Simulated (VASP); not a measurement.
# Zr (P6_3/mmc) in VASP: a series of runs

Runs on Zr. Level: PBE. Tasks: relaxation of cell and atoms, relaxation of shape and atoms at fixed volume.

Everything below comes from runs of VASP 6.6.1. Logs are shortened: lines on timing, memory, paths and dates and some standing lists are left out, and cuts for length are marked.

## 1. The crystal as given

It takes space group P6_3/mmc (No. 194, hexagonal). Conventional cell: a = 3.234 Å, b = 3.234 Å, c = 5.151 Å, α = 90.00°, β = 90.00°, γ = 120.00°. Zr (site symmetry -6m2) is surrounded by 12 Zr at 3.18 to 3.23 Å.

## 2. Relaxation of cell and atoms, PBE

INCAR

```
PREC = Accurate
ENCUT = 300
EDIFF = 1E-7
ISMEAR = 1
SIGMA = 0.1
LREAL = False
LASPH = True
NELM = 80
ALGO = Normal
ISIF = 3
LWAVE = False
LCHARG = False
GGA = PE
IBRION = 2
NSW = 90
EDIFFG = -0.005
```

KPOINTS

```
regular mesh
0
Gamma
  8 8 4
```

POSCAR

```
Zr                                      
1.0
    3.2336485590      0.0000000000      0.0000000000
   -1.6168242795      2.8004217990      0.0000000000
    0.0000000000      0.0000000000      5.1511337717
  Zr            
     2
Direct
     0.3333333332999970    0.6666666667000030    0.2500000000000000
     0.6666666667000030    0.3333333332999970    0.7500000000000000
```

Potentials or basis: VASP PAW PBE potentials, release 64 (Zr_sv).

Started as:

```sh
> cat potpaw_PBE.64/Zr_sv/POTCAR > POTCAR
> mpirun -np 1 vasp_std > vasp.out
```

OUTCAR:

```text
PREC = Accurate
   ENCUT = 300
   EDIFF = 1E-7
   ISMEAR = 1
   LREAL = False
   LASPH = True
   NELM = 80
   ISIF = 3
   GGA = PE
   IBRION = 2
   NSW = 90
   EDIFFG = -0.005

 ion  position               nearest neighbor table
   1  0.333  0.667  0.250-   2 3.18   2 3.18   2 3.18   2 3.18   2 3.18   2 3.18
   2  0.667  0.333  0.750-   1 3.18   1 3.18   1 3.18   1 3.18   1 3.18   1 3.18

  LATTYP: Found a hexagonal cell.
 ALAT       =     3.2336485590
 C/A-ratio  =     1.5929788527

  Lattice vectors:

 A1 = (   3.2336485590,   0.0000000000,   0.0000000000)
 A2 = (  -1.6168242795,   2.8004217990,   0.0000000000)
 A3 = (   0.0000000000,   0.0000000000,   5.1511337717)

Analysis of symmetry for initial positions (statically):
=====================================================================
 Subroutine PRICEL returns:
 Original cell was already a primitive cell.

 Routine SETGRP: Setting up the symmetry group for a
 hexagonal supercell.

 Subroutine GETGRP returns: Found 24 space group operations
 (whereof 12 operations were pure point group operations)
 out of a pool of 24 trial point group operations.

The static configuration has the point symmetry D_3d.
 The point group associated with its full space group is D_6h.

Analysis of symmetry for dynamics (positions and initial velocities):
=====================================================================
 Subroutine PRICEL returns:
 Original cell was already a primitive cell.

 Routine SETGRP: Setting up the symmetry group for a
 hexagonal supercell.

 Subroutine GETGRP returns: Found 24 space group operations
 (whereof 12 operations were pure point group operations)
 out of a pool of 24 trial point group operations.

The dynamic configuration has the point symmetry D_3d.
 The point group associated with its full space group is D_6h.

 Subroutine INISYM returns: Found 24 space group operations
 (whereof 12 operations are pure point group operations),
 and found     1 'primitive' translations

----------------------------------------------------------------------------------------

                                     Primitive cell

  volume of cell :      46.6465

  direct lattice vectors                    reciprocal lattice vectors
     3.233648559  0.000000000  0.000000000     0.309248201  0.178544532  0.000000000
    -1.616824280  2.800421799  0.000000000     0.000000000  0.357089064  0.000000000
     0.000000000  0.000000000  5.151133772     0.000000000  0.000000000  0.194132019

  length of vectors
     3.233648559  3.233648559  5.151133772     0.357089064  0.357089064  0.194132019

  position of ions in fractional coordinates (direct lattice)
     0.333333333  0.666666667  0.250000000
     0.666666667  0.333333333  0.750000000

  ion indices of the primitive-cell ions
   primitive index   ion index
                 1           1
                 2           2

----------------------------------------------------------------------------------------

 KPOINTS: regular mesh

Automatic generation of k-mesh.
 Grid dimensions read from file:
 generate k-points for:    8    8    4

 Generating k-lattice:

  Cartesian coordinates                     Fractional coordinates (reciprocal lattice)
     0.038656025  0.022318067  0.000000000     0.125000000  0.000000000  0.000000000
     0.000000000  0.044636133  0.000000000     0.000000000  0.125000000  0.000000000
     0.000000000  0.000000000  0.048533005     0.000000000  0.000000000  0.250000000

  Length of vectors
     0.044636133  0.044636133  0.048533005

  Shift w.r.t. Gamma in fractional coordinates (k-lattice)
     0.000000000  0.000000000  0.000000000

 Subroutine IBZKPT returns following result:
 ===========================================

 Found     30 irreducible k-points:

 Following reciprocal coordinates:
            Coordinates               Weight
  0.000000  0.000000  0.000000      1.000000
  0.125000  0.000000  0.000000      6.000000
  0.250000  0.000000  0.000000      6.000000
  0.375000  0.000000  0.000000      6.000000
  0.500000  0.000000  0.000000      3.000000
  0.125000  0.125000  0.000000      6.000000
[... 16 lines left out ...]
  0.250000  0.000000  0.500000      6.000000
  0.375000  0.000000  0.500000      6.000000
 [... further k-points ...]
   k-points           NKPTS =     30   k-points in BZ     NKDIM =     30   number of bands    NBANDS=     16
   number of dos      NEDOS =    301   number of ions     NIONS =      2
   total plane-waves  NPLWV =   9720
   dimension x,y,z NGX =    18 NGY =   18 NGZ =   30
   dimension x,y,z NGXF=    36 NGYF=   36 NGZF=   60
   ions per type =               2
   NGX,Y,Z   is equivalent  to a cutoff of   9.25,  9.25,  9.68 a.u.
   NGXF,Y,Z  is equivalent  to a cutoff of  18.51, 18.51, 19.36 a.u.
 SYSTEM =  unknown system
   PREC   = accura    normal or accurate (medium, high low for compatibility)
   ISTART =      0    job   : 0-new  1-cont  2-samecut
   ICHARG =      2    charge: 1-file 2-atom 10-const
   ISPIN  =      1    spin polarized calculation?
   LNONCOLLINEAR =      F non collinear calculations
   LSORBIT =      F    spin-orbit coupling
   LASPH  =      T    aspherical Exc in radial PAW
   ENCUT  =  300.0 eV  22.05 Ry    4.70 a.u.   4.57  4.57  7.27*2*pi/ulx,y,z
   NELM   =     80;   NELMIN=  2; NELMDL= -5     # of ELM steps
   EDIFF  = 0.1E-06   stopping-criterion for ELM
   LREAL  =      F    real-space projection
   EDIFFG = -.5E-02   stopping-criterion for IOM
   NSW    =     90    number of steps for IOM
   IBRION =      2    ionic relax: 0-MD 1-quasi-New 2-CG
   NFREE  =      1    steps in history (QN), initial steepest desc. (CG)
   ISIF   =      3    stress and relaxation
   ISYM   =      2    0-nonsym 1-usesym 2-fastsym
   POTIM  = 0.5000    time-step for ionic-motion
   TEBEG  =    0.0;   TEEND  =   0.0 temperature during run
   PSTRESS=    0.0 pullay stress
   NELECT =      24.0000    total number of electrons
   NUPDOWN=      -1.0000    fix difference up-down
   EMIN   =  10.00;   EMAX   =-10.00  energy-range for DOS
   EFERMI =   0.00;   METHOD = LEGACY
   ISMEAR =     1;   SIGMA  =   0.10  broadening in eV -4-tet -1-fermi 0-gaus
   EFERMI_NEDOS =   21; number of points for ismear=-14 and -15
   IALGO  =     38    algorithm
   IMIX   =      4    mixing-type and parameters
     AMIX     =   0.40;   BMIX     =  1.00
     AMIX_MAG =   1.60;   BMIX_MAG =  1.00
  volume/ion in A,a.u.               =      23.32       157.39
  Fermi-wavevector in a.u.,A,eV,Ry     =   1.311814  2.478969 23.413662  1.720856
  Thomas-Fermi vector in A             =   2.442249
   LORBIT       =      0    0 simple, 1 ext, 2 COOP (PROOUT), +10 PAW based schemes
   GGA     = PE    functional components
   LHFCALC =     F    Hartree Fock is set to
   AEXX    =    0.0000 exact exchange contribution
   IVDW    =     0    specifies the selected vdW correction
   LEPSILON=     F    determine dielectric tensor
   LRPA    =     F    only Hartree local field effects (RPA)
 conjugate gradient relaxation of ions
 non-spin polarized calculation
 Methfessel and Paxton  Order N= 1 SIGMA  =   0.10
  energy-cutoff  :      300.00
  volume of cell :       46.65
 maximum number of plane-waves:       564
   NGX =  9   NGY =  9   NGZ = 15

 number of electron      23.9999999 magnetization

 Free energy of the ion-electron system (eV)
  ---------------------------------------------------
  ext. energy  EPLUGINS =         0.00000000
  ---------------------------------------------------
  free energy    TOTEN  =       -17.03446886 eV

  energy without entropy =      -17.03660729  energy(sigma->0) =      -17.03518167

 E-fermi :   9.0364     XC(G=0): -11.0750

 val. band max:        9.0269800059   @ k =   0.3750   0.2500   0.2500
 cond. band min:       9.1018000778   @ k =   0.1250   0.0000   0.0000
 fundamental gap:      0.0748200719
 Fermi energy:         9.0363897315

 k-point     1 :       0.0000    0.0000    0.0000
  band No.  band energies     occupation
      1     -39.8563      2.00000
      2     -39.7028      2.00000
      3     -18.3876      2.00000
      4     -17.5249      2.00000
      5     -17.5249      2.00000
      6     -17.3896      2.00000
[... 8 lines left out ...]
     15      10.5288     -0.00000
     16      10.5288     -0.00000

 k-point     2 :       0.1250    0.0000    0.0000
  band No.  band energies     occupation
      1     -39.8393      2.00000
      2     -39.6959      2.00000
      3     -18.3409      2.00000
      4     -17.6269      2.00000
      5     -17.5584      2.00000
      6     -17.4897      2.00000
[... 8 lines left out ...]
     15      10.5705     -0.00000
     16      10.7494     -0.00000

 k-point     3 :       0.2500    0.0000    0.0000
  band No.  band energies     occupation
      1     -39.7956      2.00000
      2     -39.6807      2.00000
      3     -18.2148      2.00000
      4     -17.8711      2.00000
      5     -17.7292      2.00000
      6     -17.6334      2.00000
[... 8 lines left out ...]
     15      10.2628     -0.00000
     16      11.3773      0.00000

 k-point     4 :       0.3750    0.0000    0.0000
  band No.  band energies     occupation
      1     -39.7460      2.00000
      2     -39.6708      2.00000
      3     -18.1135      2.00000
      4     -18.0538      2.00000
      5     -17.9529      2.00000
      6     -17.7039      2.00000
[... 8 lines left out ...]
     15      10.0780     -0.00000
     16      12.9620      0.00000

 k-point     5 :       0.5000    0.0000    0.0000
  band No.  band energies     occupation
      1     -39.7213      2.00000
      2     -39.6710      2.00000
      3     -18.2129      2.00000
      4     -18.0428      2.00000
      5     -17.9584      2.00000
      6     -17.7327      2.00000
[... 8 lines left out ...]
     15      10.4353     -0.00000
     16      13.8559      0.00000

 k-point     6 :       0.1250    0.1250    0.0000
  band No.  band energies     occupation
      1     -39.8088      2.00000
      2     -39.6848      2.00000
      3     -18.2545      2.00000
      4     -17.7659      2.00000
      5     -17.7159      2.00000
      6     -17.5690      2.00000
[... 8 lines left out ...]
     15      10.7148     -0.00000
     16      10.9560     -0.00000

 k-point     7 :       0.2500    0.1250    0.0000
  band No.  band energies     occupation
      1     -39.7615      2.00000
      2     -39.6727      2.00000
      3     -18.1075      2.00000
      4     -17.9910      2.00000
      5     -17.8964      2.00000
      6     -17.6839      2.00000
[... 8 lines left out ...]
     15      10.2539     -0.00000
     16      11.7959      0.00000

 k-point     8 :       0.3750    0.1250    0.0000
  band No.  band energies     occupation
      1     -39.7214      2.00000
      2     -39.6707      2.00000
      3     -18.1597      2.00000
      4     -18.0006      2.00000
      5     -17.9604      2.00000
      6     -17.7746      2.00000
[... 8 lines left out ...]
     15      10.3805     -0.00000
     16      13.1176      0.00000

 k-point     9 :       0.2500    0.2500    0.0000
  band No.  band energies     occupation
      1     -39.7216      2.00000
      2     -39.6704      2.00000
      3     -18.0683      2.00000
      4     -17.9927      2.00000
      5     -17.9626      2.00000
      6     -17.7905      2.00000
[... 8 lines left out ...]
     15      10.2524     -0.00000
     16      12.3447      0.00000
[... 172 lines left out ...]
 k-point    19 :       0.2500    0.2500    0.2500
  band No.  band energies     occupation
      1     -39.7142      2.00000
      2     -39.6780      2.00000
      3     -18.1466      2.00000
      4     -18.1008      2.00000
      5     -17.8516      2.00000
      6     -17.7778      2.00000
[... 8 lines left out ...]
     15      10.2396     -0.00000
     16      12.1374      0.00000

 k-point    20 :       0.3750    0.2500    0.2500
  band No.  band energies     occupation
      1     -39.6947      2.00000
      2     -39.6799      2.00000
      3     -18.1535      2.00000
      4     -18.0767      2.00000
      5     -17.9667      2.00000
      6     -17.7729      2.00000
[... 8 lines left out ...]
     15      10.6863     -0.00000
     16      12.3896      0.00000

 k-point    21 :       0.0000    0.0000    0.5000
  band No.  band energies     occupation
      1     -39.7802      2.00000
      2     -39.7802      2.00000
      3     -17.9052      2.00000
      4     -17.9052      2.00000
      5     -17.4555      2.00000
      6     -17.4555      2.00000
[... 8 lines left out ...]
     15       9.7433     -0.00000
     16       9.7433     -0.00000

 k-point    22 :       0.1250    0.0000    0.5000
  band No.  band energies     occupation
      1     -39.7680      2.00000
      2     -39.7680      2.00000
      3     -17.9245      2.00000
      4     -17.9245      2.00000
      5     -17.5216      2.00000
      6     -17.5216      2.00000
[... 8 lines left out ...]
     15      10.0492     -0.00000
     16      10.0492     -0.00000

 k-point    23 :       0.2500    0.0000    0.5000
  band No.  band energies     occupation
      1     -39.7384      2.00000
      2     -39.7384      2.00000
      3     -18.0312      2.00000
      4     -18.0312      2.00000
      5     -17.6157      2.00000
      6     -17.6157      2.00000
[... 8 lines left out ...]
     15      10.7430     -0.00000
     16      10.7430     -0.00000

 k-point    24 :       0.3750    0.0000    0.5000
  band No.  band energies     occupation
      1     -39.7084      2.00000
      2     -39.7084      2.00000
      3     -18.2038      2.00000
      4     -18.2038      2.00000
      5     -17.6346      2.00000
      6     -17.6346      2.00000
[... 8 lines left out ...]
     15      11.1394      0.00000
     16      11.1394      0.00000

 [... further k-points ...]
[... 5 lines left out ...]
  --------------------------------------------------------------------------------------
  -------------------------------------------------------------------------------------
  Total       -0.0064150     -0.0064150      0.0045632      0.0000000     -0.0000000      0.0000000
  in kB       -0.2203369     -0.2203369      0.1567324      0.0000000     -0.0000000      0.0000000
  external PRESSURE =      -0.0946471 kB  Pullay stress =       0.0000000 kB

 VOLUME and BASIS-vectors are now :
 -----------------------------------------------------------------------------
  energy-cutoff  :      300.00
  volume of cell :       46.65
      direct lattice vectors                 reciprocal lattice vectors
     3.233648559  0.000000000  0.000000000     0.309248201  0.178544532  0.000000000
    -1.616824280  2.800421799  0.000000000     0.000000000  0.357089064  0.000000000
     0.000000000  0.000000000  5.151133772     0.000000000  0.000000000  0.194132019

 POSITION                                       TOTAL-FORCE (eV/Angst)
 -----------------------------------------------------------------------------------
     -0.00000      1.86695      1.28778         0.000000      0.000000      0.000000
      1.61682      0.93347      3.86335        -0.000000     -0.000000      0.000000
 -----------------------------------------------------------------------------------
    total drift:                               -0.000000      0.000000     -0.000000

  FREE ENERGIE OF THE ION-ELECTRON SYSTEM (eV)
  ---------------------------------------------------
  free  energy   TOTEN  =       -17.0344688559 eV

  energy  without entropy=      -17.0366072944  energy(sigma->0) =      -17.03518167

 reached required accuracy - stopping structural energy minimisation
```

Wall time 8.3 s (1 thread of Intel Xeon Platinum 8559C (Emerald Rapids), shared host); peak memory 0.12 GiB.

What came out:

| Property | Result |
| --- | --- |
| Free energy | -17.0345 eV |
| Pressure after relaxing | 0.0 GPa |
| Band gap on the k mesh | none (metal or under the smearing width) |

Final structure:
```cif
data_structure
_symmetry_space_group_name_H-M 'P 1'
_symmetry_Int_Tables_number 1
_cell_length_a 3.2336
_cell_length_b 3.2336
_cell_length_c 5.1511
_cell_angle_alpha 90.000
_cell_angle_beta 90.000
_cell_angle_gamma 120.000
_cell_volume 46.65
loop_
_atom_site_label
_atom_site_type_symbol
_atom_site_fract_x
_atom_site_fract_y
_atom_site_fract_z
_atom_site_occupancy
Zr1 Zr 0.33333 0.66667 0.25000 1
Zr2 Zr 0.66667 0.33333 0.75000 1
```

Levels at points of the mesh, in eV from the Fermi level:
| k point | band 8 | band 9 | band 10 | band 11 | band 12 | band 13 | band 14 | band 15 | band 16 |
| --- | --- | --- | --- | --- | --- | --- | --- | --- | --- |
| (0.00, 0.00, 0.00) | -26.42 | -5.67 | -3.07 | 0.80 | 0.80 | 0.95 | 1.11 | 1.49 | 1.49 |
| (0.50, 0.00, 0.00) | -26.53 | -2.62 | -2.54 | -2.19 | -0.27 | 0.48 | 0.72 | 1.40 | 4.82 |
| (0.00, 0.00, 0.50) | -26.49 | -3.97 | -3.97 | -0.01 | -0.01 | 0.71 | 0.71 | 0.71 | 0.71 |
| (0.50, 0.00, 0.50) | -26.65 | -2.91 | -2.91 | -1.11 | -1.11 | 1.57 | 1.57 | 2.15 | 2.15 |

Caveat: the relaxation stopped at its first step, so nothing moved.

(Continued in part 2 of 2.)
